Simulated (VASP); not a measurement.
# SnO (Pmn2_1) in VASP: notebook

Runs on SnO. Level: PBE+D3(BJ). Tasks: single point.

Program: VASP 6.6.1. These are calculated values, not measurements. Logs are shortened: lines on timing, memory, paths and dates and some standing lists are left out, and cuts for length are marked.

## 1. Starting point

It takes space group Pmn2_1 (No. 31, orthorhombic). The conventional cell has a = 3.401 Å, b = 5.752 Å, c = 4.109 Å, α = 90.00°, β = 90.00°, γ = 90.00°. Sn (site symmetry m) has 3 O at 2.16 Å as nearest neighbours. Around O (site symmetry m) lie 3 Sn at 2.16 Å.

The cell comes from a database or a generator and needn't be the stable form of this composition.

## 2. Single point, PBE+D3(BJ)

The input, INCAR:

```
SYSTEM = SnO
PREC = Accurate
ENCUT = 520
EDIFF = 1E-7
ISMEAR = 0
SIGMA = 0.05
LREAL = .FALSE.
LASPH = .TRUE.
NELM = 100
ALGO = Fast
ISIF = 2
LWAVE = .FALSE.
LCHARG = .FALSE.
GGA = PE
IVDW = 12
NBANDS = 28
```

The input, KPOINTS:

```
regular mesh
0
G
  10 6 8
  0 0 0
```

The input, POSCAR:

```
SnO
1.0
    3.4009696844      0.0000000000      0.0000000000
    0.0000000000      5.7518411120      0.0000000000
    0.0000000000      0.0000000000      4.1086198975
Sn O
2 2
Direct
    0.0000000000      0.2319090000      0.5131440000
    0.5000000000      0.7680910000      0.0131440000
    0.0000000000      0.8912500000      0.7368570000
    0.5000000000      0.1087500000      0.2368570000
```

Potentials or basis: VASP PAW PBE potentials, release 64 (Sn_d, O).

Run with:

```sh
cat potpaw_PBE.64/Sn_d/POTCAR potpaw_PBE.64/O/POTCAR > POTCAR
mpirun -np 1 vasp_std > vasp.out
```

OUTCAR:

```text
SYSTEM = SnO
   PREC = Accurate
   ENCUT = 520
   EDIFF = 1E-7
   ISMEAR = 0
   LREAL = .FALSE.
   LASPH = .TRUE.
   NELM = 100
   ISIF = 2
   GGA = PE
   IVDW = 12
 IVDW          = 12

 ion  position               nearest neighbor table
   1  0.000  0.232  0.513-   4 2.16   4 2.16   3 2.16
   2  0.500  0.768  0.013-   3 2.16   3 2.16   4 2.16
   3  0.000  0.891  0.737-   2 2.16   2 2.16   1 2.16
   4  0.500  0.109  0.237-   1 2.16   1 2.16   2 2.16

  LATTYP: Found a simple orthorhombic cell.
 ALAT       =     3.4009696844
 B/A-ratio  =     1.2080730729
 C/A-ratio  =     1.6912356315

  Lattice vectors:

 A1 = (  -3.4009696844,   0.0000000000,   0.0000000000)
 A2 = (   0.0000000000,   0.0000000000,   4.1086198975)
 A3 = (   0.0000000000,   5.7518411120,   0.0000000000)

Analysis of symmetry for initial positions (statically):
=====================================================================
 Subroutine PRICEL returns:
 Original cell was already a primitive cell.

 Routine SETGRP: Setting up the symmetry group for a
 simple orthorhombic supercell.

 Subroutine GETGRP returns: Found  4 space group operations
 (whereof  2 operations were pure point group operations)
 out of a pool of  8 trial point group operations.

The static configuration has the point symmetry C_1h.
 The point group associated with its full space group is C_2v.

Analysis of symmetry for dynamics (positions and initial velocities):
=====================================================================
 Subroutine PRICEL returns:
 Original cell was already a primitive cell.

 Routine SETGRP: Setting up the symmetry group for a
 simple orthorhombic supercell.

 Subroutine GETGRP returns: Found  4 space group operations
 (whereof  2 operations were pure point group operations)
 out of a pool of  8 trial point group operations.

The dynamic configuration has the point symmetry C_1h.
 The point group associated with its full space group is C_2v.

 Subroutine INISYM returns: Found  4 space group operations
 (whereof  2 operations are pure point group operations),
 and found     1 'primitive' translations

----------------------------------------------------------------------------------------

                                     Primitive cell

  volume of cell :      80.3722

  direct lattice vectors                    reciprocal lattice vectors
     3.400969684  0.000000000  0.000000000     0.294033788  0.000000000  0.000000000
     0.000000000  5.751841112  0.000000000     0.000000000  0.173857375  0.000000000
     0.000000000  0.000000000  4.108619897     0.000000000  0.000000000  0.243390731

  length of vectors
     3.400969684  5.751841112  4.108619897     0.294033788  0.173857375  0.243390731

  position of ions in fractional coordinates (direct lattice)
     0.000000000  0.231909000  0.513144000
     0.500000000  0.768091000  0.013144000
     0.000000000  0.891250000  0.736857000
     0.500000000  0.108750000  0.236857000

  ion indices of the primitive-cell ions
   primitive index   ion index
                 1           1
                 2           2
                 3           3
                 4           4

----------------------------------------------------------------------------------------

 KPOINTS: regular mesh

Automatic generation of k-mesh.
 Grid dimensions read from file:
 generate k-points for:   10    6    8

 Generating k-lattice:

  Cartesian coordinates                     Fractional coordinates (reciprocal lattice)
     0.029403379  0.000000000  0.000000000     0.100000000  0.000000000  0.000000000
     0.000000000  0.028976229  0.000000000     0.000000000  0.166666667  0.000000000
     0.000000000  0.000000000  0.030423841     0.000000000  0.000000000  0.125000000

  Length of vectors
     0.029403379  0.028976229  0.030423841

  Shift w.r.t. Gamma in fractional coordinates (k-lattice)
     0.000000000  0.000000000  0.000000000

 Subroutine IBZKPT returns following result:
 ===========================================

 Found    120 irreducible k-points:

 Following reciprocal coordinates:
            Coordinates               Weight
  0.000000  0.000000  0.000000      1.000000
  0.100000  0.000000  0.000000      2.000000
  0.200000  0.000000  0.000000      2.000000
  0.300000  0.000000  0.000000      2.000000
  0.400000  0.000000  0.000000      2.000000
  0.500000  0.000000  0.000000      1.000000
[... 16 lines left out ...]
  0.400000  0.500000  0.000000      2.000000
  0.500000  0.500000  0.000000      1.000000
 [... further k-points ...]
   k-points           NKPTS =    120   k-points in BZ     NKDIM =    120   number of bands    NBANDS=     28
   number of dos      NEDOS =    301   number of ions     NIONS =      4
   total plane-waves  NPLWV =  43008
   dimension x,y,z NGX =    28 NGY =   48 NGZ =   32
   dimension x,y,z NGXF=    56 NGYF=   96 NGZF=   64
   ions per type =               2   2
   NGX,Y,Z   is equivalent  to a cutoff of  13.69, 13.87, 12.95 a.u.
   NGXF,Y,Z  is equivalent  to a cutoff of  27.37, 27.75, 25.90 a.u.
 SYSTEM =  SnO
   PREC   = accura    normal or accurate (medium, high low for compatibility)
   ISTART =      0    job   : 0-new  1-cont  2-samecut
   ICHARG =      2    charge: 1-file 2-atom 10-const
   ISPIN  =      1    spin polarized calculation?
   LNONCOLLINEAR =      F non collinear calculations
   LSORBIT =      F    spin-orbit coupling
   LASPH  =      T    aspherical Exc in radial PAW
   ENCUT  =  520.0 eV  38.22 Ry    6.18 a.u.   6.32 10.69  7.64*2*pi/ulx,y,z
   NELM   =    100;   NELMIN=  2; NELMDL= -5     # of ELM steps
   EDIFF  = 0.1E-06   stopping-criterion for ELM
   LREAL  =      F    real-space projection
   EDIFFG = 0.1E-05   stopping-criterion for IOM
   NSW    =      0    number of steps for IOM
   IBRION =     -1    ionic relax: 0-MD 1-quasi-New 2-CG
   NFREE  =      0    steps in history (QN), initial steepest desc. (CG)
   ISIF   =      2    stress and relaxation
   ISYM   =      2    0-nonsym 1-usesym 2-fastsym
   POTIM  = 0.5000    time-step for ionic-motion
   TEBEG  =    0.0;   TEEND  =   0.0 temperature during run
   PSTRESS=    0.0 pullay stress
   NELECT =      40.0000    total number of electrons
   NUPDOWN=      -1.0000    fix difference up-down
   EMIN   =  10.00;   EMAX   =-10.00  energy-range for DOS
   EFERMI =   0.00;   METHOD = LEGACY
   ISMEAR =     0;   SIGMA  =   0.05  broadening in eV -4-tet -1-fermi 0-gaus
   EFERMI_NEDOS =   21; number of points for ismear=-14 and -15
   IALGO  =     68    algorithm
   IMIX   =      4    mixing-type and parameters
     AMIX     =   0.40;   BMIX     =  1.00
     AMIX_MAG =   1.60;   BMIX_MAG =  1.00
  volume/ion in A,a.u.               =      20.09       135.59
  Fermi-wavevector in a.u.,A,eV,Ry     =   1.297357  2.451650 22.900458  1.683136
  Thomas-Fermi vector in A             =   2.428755
   LORBIT       =      0    0 simple, 1 ext, 2 COOP (PROOUT), +10 PAW based schemes
   GGA     = PE    functional components
   LHFCALC =     F    Hartree Fock is set to
   AEXX    =    0.0000 exact exchange contribution
   IVDW    =    12    specifies the selected vdW correction
   LEPSILON=     F    determine dielectric tensor
   LRPA    =     F    only Hartree local field effects (RPA)
 non-spin polarized calculation
 RMM-DIIS sequential band-by-band and
 Gauss-broadening in eV      SIGMA  =   0.05
  energy-cutoff  :      520.00
  volume of cell :       80.37
 maximum number of plane-waves:      2190
 NGX is ok and might be reduce to    28

 number of electron      39.9999996 magnetization

 Free energy of the ion-electron system (eV)
  ---------------------------------------------------
  ext. energy  EPLUGINS =         0.00000000
  ---------------------------------------------------
  free energy    TOTEN  =       -22.43698669 eV

  energy without entropy =      -22.43698669  energy(sigma->0) =      -22.43698669

 E-fermi :   5.1677     XC(G=0):  -9.5484

 val. band max:        4.9082803114   @ k =   0.0000   0.0000   0.0000
 cond. band min:       6.2802740715   @ k =   0.4000   0.5000   0.0000
 fundamental gap:      1.3719937601
 Fermi energy:         5.1677213370

 k-point     1 :       0.0000    0.0000    0.0000
  band No.  band energies     occupation
      1     -16.3305      2.00000
      2     -16.0349      2.00000
      3     -15.9620      2.00000
      4     -15.9372      2.00000
      5     -15.9118      2.00000
      6     -15.8814      2.00000
[... 20 lines left out ...]
     27      13.6390      0.00000
     28      14.4977      0.00000

 k-point     2 :       0.1000    0.0000    0.0000
  band No.  band energies     occupation
      1     -16.3262      2.00000
      2     -16.0287      2.00000
      3     -15.9573      2.00000
      4     -15.9572      2.00000
      5     -15.9162      2.00000
      6     -15.8816      2.00000
[... 20 lines left out ...]
     27      13.6648      0.00000
     28      14.5593      0.00000

 k-point     3 :       0.2000    0.0000    0.0000
  band No.  band energies     occupation
      1     -16.3191      2.00000
      2     -16.0661      2.00000
      3     -15.9599      2.00000
      4     -15.9448      2.00000
      5     -15.9229      2.00000
      6     -15.8845      2.00000
[... 20 lines left out ...]
     27      13.4770      0.00000
     28      14.6119      0.00000

 k-point     4 :       0.3000    0.0000    0.0000
  band No.  band energies     occupation
      1     -16.3162      2.00000
      2     -16.1552      2.00000
      3     -15.9326      2.00000
      4     -15.9272      2.00000
      5     -15.9189      2.00000
      6     -15.8913      2.00000
[... 578 lines left out ...]
     27      13.7035      0.00000
     28      14.8458      0.00000

 k-point    23 :       0.4000    0.5000    0.0000
  band No.  band energies     occupation
      1     -16.3157      2.00000
      2     -16.2399      2.00000
      3     -15.9201      2.00000
      4     -15.9120      2.00000
      5     -15.9033      2.00000
      6     -15.8970      2.00000
[... 20 lines left out ...]
     27      13.0985      0.00000
     28      14.2766      0.00000

 k-point    24 :       0.5000    0.5000    0.0000
  band No.  band energies     occupation
      1     -16.2932      2.00000
      2     -16.2932      2.00000
      3     -15.9149      2.00000
      4     -15.9149      2.00000
      5     -15.8963      2.00000
      6     -15.8963      2.00000
[... 20 lines left out ...]
     27      13.5621      0.00000
     28      13.5621      0.00000

 [... further k-points ...]

------------------------ aborting loop because EDIFF is reached ----------------------------------------

 Edisp (eV)   -0.82546

 E8    (eV) :    -0.3602

  FORCE on cell =-STRESS in cart. coord.  units (eV):
  Direction    XX          YY          ZZ          XY          YZ          ZX
  --------------------------------------------------------------------------------------
  -------------------------------------------------------------------------------------
  Total      -1.10279    -0.88140    -0.58523     0.00000     0.00000     0.00000
  in kB     -21.98348   -17.57021   -11.66616     0.00000     0.00000     0.00000
  external pressure =      -17.07 kB  Pullay stress =        0.00 kB

 VOLUME and BASIS-vectors are now :
 -----------------------------------------------------------------------------
  energy-cutoff  :      520.00
  volume of cell :       80.37
      direct lattice vectors                 reciprocal lattice vectors
     3.400969684  0.000000000  0.000000000     0.294033788  0.000000000  0.000000000
     0.000000000  5.751841112  0.000000000     0.000000000  0.173857375  0.000000000
     0.000000000  0.000000000  4.108619897     0.000000000  0.000000000  0.243390731

 POSITION                                       TOTAL-FORCE (eV/Angst)
 -----------------------------------------------------------------------------------
      0.00000      1.33390      2.10831         0.000000     -0.158330      0.048979
      1.70048      4.41794      0.05400         0.000000      0.158330      0.048979
      0.00000      5.12633      3.02747         0.000000      0.086818     -0.048979
      1.70048      0.62551      0.97316         0.000000     -0.086818     -0.048979
 -----------------------------------------------------------------------------------
    total drift:                                0.000000      0.000000     -0.001241

  FREE ENERGIE OF THE ION-ELECTRON SYSTEM (eV)
  ---------------------------------------------------
  free  energy   TOTEN  =       -23.2624456204 eV

  energy  without entropy=      -23.2624456204  energy(sigma->0) =      -23.26244562
```

Wall time 7.7 min (1 thread of Intel Xeon Platinum 8488C (Sapphire Rapids), shared host); peak memory 0.36 GiB.

Results:

```yaml
Free_energy: -23.2624 eV
Pressure: -1.7 GPa
Largest_force: 0.166 eV/Å
Band_gap_on_the_k_mesh: 1.37 eV, indirect (least direct gap 2.12 eV)
Dispersion_energy_per_atom: -0.206 eV
```

Forces in eV/Å, atoms in the order of the input:
```
Sn   0.000 -0.158  0.049
Sn   0.000  0.158  0.049
O    0.000  0.087 -0.049
O    0.000 -0.087 -0.049
```

Caveat: spin-orbit coupling is left out, which moves the levels of the heavy elements.

## 3. Single point, PBE+D3(BJ)

This run uses another cell than the first one, of the same volume but with other edges.

The input, INCAR:

```
SYSTEM = SnO
ALGO     = Fast           ! electronic algorithm
EDIFF    = 1E-7           ! SCF threshold, eV
ENCUT    = 520            ! plane-wave cutoff, eV
GGA      = PE             ! functional
ISIF     = 2              ! what is computed and relaxed
ISMEAR   = 0              ! smearing method
IVDW     = 12             ! dispersion correction
LASPH    = .True.         ! aspherical terms in the spheres
LCHARG   = .True.         ! write CHGCAR
LELF     = .True.         ! ELF
LREAL    = .False.        ! projectors in reciprocal space
LVHAR    = .True.       
LWAVE    = .False.        ! write WAVECAR
NBANDS   = 28             ! bands
NELM     = 100            ! most SCF steps
PREC     = Accurate       ! precision mode
SIGMA    = 0.05           ! smearing width, eV
```

The input, KPOINTS:

```
k-points
0
Gamma
  10 6 8
  0 0 0
```

The input, POSCAR:

```
SnO
1.0
    3.5417687074      0.0000000000      0.0000000000
    0.0000000000      5.9899654367      0.0000000000
    0.0000000000      0.0000000000      3.7884459323
Sn O
2 2
Direct
    0.0000000000      0.2319090000      0.5131440000
    0.5000000000      0.7680910000      0.0131440000
    0.0000000000      0.8912500000      0.7368570000
    0.5000000000      0.1087500000      0.2368570000
```

Potentials or basis: VASP PAW PBE potentials, release 64 (Sn_d, O).

Run with:

```sh
cat potpaw_PBE.64/Sn_d/POTCAR potpaw_PBE.64/O/POTCAR > POTCAR
mpirun -np 1 vasp_std > vasp.out
```

It took 5.8 min on 1 thread of Intel Xeon Platinum 8488C (Sapphire Rapids), shared host; peak memory 0.35 GiB.

It converged, with:

| Item | Value |
| --- | --- |
| Free energy | -23.1708 eV |
| Pressure | -3.8 GPa |
| Largest force | 0.666 eV/Å |
| Band gap on the k mesh | 1.29 eV, indirect (least direct gap 2.39 eV) |
| Dispersion energy per atom | -0.207 eV |

Forces on the atoms (eV/Å):
```
Sn   0.000 -0.656  0.114
Sn   0.000  0.656  0.114
O    0.000  0.123 -0.114
O    0.000 -0.123 -0.114
```

Stress tensor (GPa, compression positive):
```
-5.23  0.00  0.00
 0.00 -4.96  0.00
 0.00  0.00 -1.26
```

Levels at points of the mesh, in eV from the valence-band top:
| k point | band 16 | band 17 | band 18 | band 19 | band 20 | band 21 | band 22 | band 23 | band 24 | band 25 |
| --- | --- | --- | --- | --- | --- | --- | --- | --- | --- | --- |
| (0.00, 0.00, 0.00) | -3.93 | -3.20 | -2.68 | -1.79 | 0.00 | 2.79 | 3.37 | 6.04 | 6.04 | 7.00 |
| (0.50, 0.00, 0.00) | -3.99 | -2.35 | -2.35 | -1.42 | -1.42 | 2.84 | 2.84 | 5.42 | 5.42 | 6.77 |
| (0.00, 0.50, 0.00) | -3.96 | -3.58 | -2.71 | -1.60 | -1.46 | 3.63 | 4.23 | 4.58 | 5.43 | 6.09 |
| (0.50, 0.50, 0.00) | -3.75 | -2.35 | -2.35 | -1.32 | -1.32 | 2.07 | 2.07 | 6.40 | 6.40 | 7.21 |
| (0.00, 0.00, 0.50) | -3.37 | -3.29 | -3.29 | -1.37 | -1.37 | 1.83 | 1.83 | 5.24 | 5.24 | 7.17 |
| (0.50, 0.00, 0.50) | -3.91 | -3.21 | -3.21 | -1.16 | -1.16 | 1.98 | 1.98 | 4.34 | 4.34 | 6.53 |
| (0.00, 0.50, 0.50) | -3.29 | -2.93 | -2.93 | -1.37 | -1.37 | 1.59 | 1.59 | 5.26 | 5.26 | 7.07 |
| (0.50, 0.50, 0.50) | -4.03 | -3.41 | -3.41 | -0.62 | -0.62 | 2.30 | 2.30 | 3.85 | 3.85 | 5.86 |

Caveat: spin-orbit coupling is left out, which moves the levels of the heavy elements. Expect the measured gap to be larger: semilocal functionals such as PBE lack the derivative discontinuity.

## 4. Single point, PBE+D3(BJ)

This run uses another cell than the first one, of the same volume but with other edges.

The input, INCAR:

```
ALGO     = Fast           # electronic algorithm
EDIFF    = 1E-7           # SCF threshold, eV
ENCUT    = 520            # plane-wave cutoff, eV
GGA      = PE             # functional
ISIF     = 2              # what is computed and relaxed
ISMEAR   = 0              # smearing method
IVDW     = 12             # dispersion correction
LASPH    = True           # aspherical terms in the spheres
LCHARG   = False          # write CHGCAR
LREAL    = False          # projectors in reciprocal space
LWAVE    = False          # write WAVECAR
NBANDS   = 28             # bands
NELM     = 100            # most SCF steps
PREC     = Accurate       # precision mode
SIGMA    = 0.05           # smearing width, eV
```

The input, KPOINTS:

```
k-points
0
Gamma
  10 6 8
```

The input, POSCAR:

```
SnO
1.0
    3.4495615306      0.0000000000      0.0000000000
    0.0000000000      5.8340213737      0.0000000000
    0.0000000000      0.0000000000      3.9936839652
Sn O
2 2
Direct
    0.0000000000      0.2319090000      0.5131440000
    0.5000000000      0.7680910000      0.0131440000
    0.0000000000      0.8912500000      0.7368570000
    0.5000000000      0.1087500000      0.2368570000
```

Run with:

```sh
cat potpaw_PBE.64/Sn_d/POTCAR potpaw_PBE.64/O/POTCAR > POTCAR
mpirun -np 1 vasp_std > vasp.out
```

It took 5.2 min on 1 thread of Intel Xeon Platinum 8488C (Sapphire Rapids), shared host; peak memory 0.36 GiB.

It converged, with:

```yaml
Free_energy: -23.2440 eV
Pressure: -2.5 GPa
Largest_force: 0.324 eV/Å
Band_gap_on_the_k_mesh: 1.41 eV, indirect (least direct gap 2.27 eV)
Dispersion_energy_per_atom: -0.207 eV
```

Forces in eV/Å, atoms in the order of the input:
```
Sn   0.000 -0.313  0.084
Sn   0.000  0.313  0.084
O    0.000  0.105 -0.084
O    0.000 -0.105 -0.084
```

Stress tensor (GPa, compression positive):
```
-3.27  0.00  0.00
 0.00 -2.84  0.00
 0.00  0.00 -1.29
```

Levels at points of the mesh, in eV from the valence-band top:
| k point | band 16 | band 17 | band 18 | band 19 | band 20 | band 21 | band 22 | band 23 | band 24 | band 25 |
| --- | --- | --- | --- | --- | --- | --- | --- | --- | --- | --- |
| (0.00, 0.00, 0.00) | -4.04 | -3.41 | -2.71 | -1.97 | 0.00 | 2.92 | 2.95 | 5.85 | 5.98 | 7.46 |
| (0.50, 0.00, 0.00) | -4.26 | -2.52 | -2.52 | -1.39 | -1.39 | 2.69 | 2.69 | 5.45 | 5.45 | 6.61 |
| (0.00, 0.50, 0.00) | -4.01 | -3.88 | -2.74 | -1.66 | -1.47 | 3.47 | 4.15 | 4.50 | 5.18 | 6.43 |
| (0.50, 0.50, 0.00) | -4.07 | -2.56 | -2.56 | -1.15 | -1.15 | 1.95 | 1.95 | 6.28 | 6.28 | 7.14 |
| (0.00, 0.00, 0.50) | -3.43 | -3.31 | -3.31 | -1.54 | -1.54 | 2.21 | 2.21 | 5.20 | 5.20 | 7.49 |
| (0.50, 0.00, 0.50) | -4.02 | -3.23 | -3.23 | -1.16 | -1.16 | 2.04 | 2.04 | 4.41 | 4.41 | 6.66 |
| (0.00, 0.50, 0.50) | -3.30 | -2.95 | -2.95 | -1.48 | -1.48 | 1.73 | 1.73 | 5.56 | 5.56 | 7.38 |
| (0.50, 0.50, 0.50) | -4.15 | -3.46 | -3.46 | -0.57 | -0.57 | 2.40 | 2.40 | 3.90 | 3.90 | 5.94 |

Caveat: spin-orbit coupling is left out, which moves the levels of the heavy elements. A k mesh can miss the band edges.
